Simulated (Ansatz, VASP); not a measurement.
# One calculation of MgS, two programs

INCAR

```
SYSTEM = MgS
ALGO     = Normal         ! electronic algorithm
EDIFF    = 1E-7           ! SCF threshold, eV
ENCUT    = 520            ! plane-wave cutoff, eV
ISIF     = 2              ! what is computed and relaxed
ISMEAR   = 0              ! smearing method
LASPH    = .True.         ! aspherical terms in the spheres
LCHARG   = .False.        ! write CHGCAR
LREAL    = .False.        ! projectors in reciprocal space
LWAVE    = .False.        ! write WAVECAR
NBANDS   = 11             ! bands
NELM     = 100            ! most SCF steps
PREC     = Accurate       ! precision mode
SIGMA    = 0.01           ! smearing width, eV
```

Contents of KPOINTS:

```
k-points
0
Gamma
  8 8 8
  0 0 0
```

File POSCAR:

```
MgS
1.0
    2.4819229728      2.4819229728      0.0000000000
   -2.4819229728      2.4819229728      0.0000000000
    0.0000000000      2.4819229728      2.4819229728
Mg S
1 1
Direct
    0.0000000000      0.0000000000      0.0000000000
    0.5000000000      0.5000000000      0.0000000000
```

Input for Ansatz:

```yaml
crystal:
  lattice:
    - [2.48192297275, 2.48192297275, 0.0]
    - [-2.48192297275, 2.48192297275, 0.0]
    - [0.0, 2.48192297275, 2.48192297275]
  atoms:
    - { symbol: Mg, position: [0.0, 0.0, 0.0] }
    - { symbol: S, position: [0.5, 0.5, 0.0] }
kpoints:
  mp_grid: { grid: [8, 8, 8] }
scf:
  occupations: { method: fixed }
  convergence: { dr2_threshold: 1.0e-10 }
hamiltonian:
  xc: lda
  pseudopotentials: { kind: all_electron, lapw: { basis_error: 0.0005 } }
output:
  forces: true
  stress: true
  eigenstates:
    kpoints:
      - [0.0, 0.0, 0.0]
      - [-0.5, 0.5, 0.0]
      - [-0.5, -0.5, -0.5]
      - [0.0, 0.0, -0.5]
      - [0.0, -0.5, -0.5]
      - [0.0, 0.5, 0.0]
      - [-0.5, 0.0, 0.0]
      - [-0.5, 0.0, -0.5]
  eigenvalues: true
```

Alike in both runs: task single point; functional LDA; k mesh 8 × 8 × 8; no spin polarisation.

|  | VASP | Ansatz |
| --- | --- | --- |
| version | VASP 6.6.1 | Ansatz 0.2.0 |
| potentials or method | VASP PAW LDA potentials, release 64 (Mg, S) | all-electron LAPW, scalar-relativistic |
| plane-wave cutoff (eV) | 520 | see its input |
| occupations | gaussian, width 0.01 eV | fixed |

```csv
,VASP,Ansatz,Ansatz less VASP
gap on the k mesh at the Fermi level (eV),2.85,2.84,-0.005
pressure (GPa),9.4,10.0,+0.66
```

Ansatz ran all-electron here, so the differences hold the error of VASP's frozen core and of both bases.

A k mesh can miss the band edges. A hybrid or GW would open this gap; LDA tends to underestimate it.
